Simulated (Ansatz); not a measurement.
Set up this calculation in Ansatz 0.2.0, as the native input.

```yaml
Task: single point
Functional: PBEsol
Potentials_or_basis: all-electron LAPW, scalar-relativistic
Cutoff: 220 eV (chosen from the basis error)
Basis_error_allowed: 0.001 eV/atom
k_mesh: 8 × 8 × 4
Occupations: fermi-dirac, width 0.05 eV
Spin: no spin polarisation
```

The system is Si.

```
Si
1.0
     3.83132    0.00000    0.00000
    -1.91566    3.31802    0.00000
     0.00000    0.00000    6.33262
Si
4
Direct
  0.66667 0.33333 0.93699
  0.33333 0.66667 0.43699
  0.66667 0.33333 0.56301
  0.33333 0.66667 0.06301
```

This isn't the form of Si at room conditions, which is diamond.

These files were run (other wordings do the same):

input.yaml

```yaml
crystal:
  lattice:
    - [3.8313174605, 0.0, 0.0]
    - [-1.9156587303, 3.3180182508, 0.0]
    - [0.0, 0.0, 6.3326220002]
  atoms:
    - { symbol: Si, position: [0.6666666667, 0.3333333333, 0.9369905] }
    - { symbol: Si, position: [0.3333333333, 0.6666666667, 0.4369905] }
    - { symbol: Si, position: [0.6666666667, 0.3333333333, 0.5630095] }
    - { symbol: Si, position: [0.3333333333, 0.6666666667, 0.0630095] }
kpoints:
  mp_grid: { grid: [8, 8, 4] }
scf:
  occupations: { method: fermi_dirac, width: 0.05 }
hamiltonian:
  xc: pbesol
  pseudopotentials: { kind: all_electron, lapw: { basis_error: 0.001 } }
output:
  forces: true
  stress: true
  eigenvalues: true
  populations: true
```

Potentials or basis: all-electron LAPW, scalar-relativistic.

Command:

```sh
$ ansatz run input.yaml --threads 2 --pin off --max-ram 8192MiB --backend cpu --events-out ev --progress --plain --runs-dir out
```

It gave:

```yaml
Pressure: -0.5 GPa
Largest_force: 0.010 eV/Å
Band_gap_on_the_k_mesh: 0.31 eV, indirect (least direct gap 0.95 eV)
```

Run time: 11 s on 2 threads of AMD EPYC 7R43 64-Core Processor (Zen 3) (shared host), peak memory 0.32 GiB.
